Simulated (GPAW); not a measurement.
Au in GPAW: the effect of volume over the given one

Au:

```
Au
1.0
    -1.65727    1.65727    1.65727
     1.65727   -1.65727    1.65727
     1.65727    1.65727   -1.65727
Au
1
Direct
  0.00000 0.00000 0.00000
```

This isn't the form of Au at room conditions, which is fcc.

Alike in all runs:

* Program: GPAW 26.7.0
* Task: Fermi surface
* Functional: PBEsol
* Potentials or basis: PAW data sets generated in the run's folder for this functional
* Cutoff: 510 eV
* Basis: pw
* k mesh: 11 × 11 × 11
* Occupations: fermi-dirac, width 0.05 eV
* Spin: no spin polarisation

Problem. One run gave: pressure 6.4 GPa. Which volume over the given one did it use?
A. 0.96
B. 1.04
C. 0.92
D. 0.88
E. 1

Solution. C.

| volume over the given one | pressure (GPa) |
| --- | --- |
| 1 | -7.1 |
| 0.96 | -1.3 |
| 1.04 | -11.4 |
| 0.92 | 6.4 |
| 1.08 | -14.6 |
| 0.88 | 16.9 |

Caveats: with this Au data set, volumes or pressures lay over 1.5 % or 2 GPa off other programs in two to four cells of ten; the cutoff is short for stress and forces, so pressures can be off by a GPa or more.
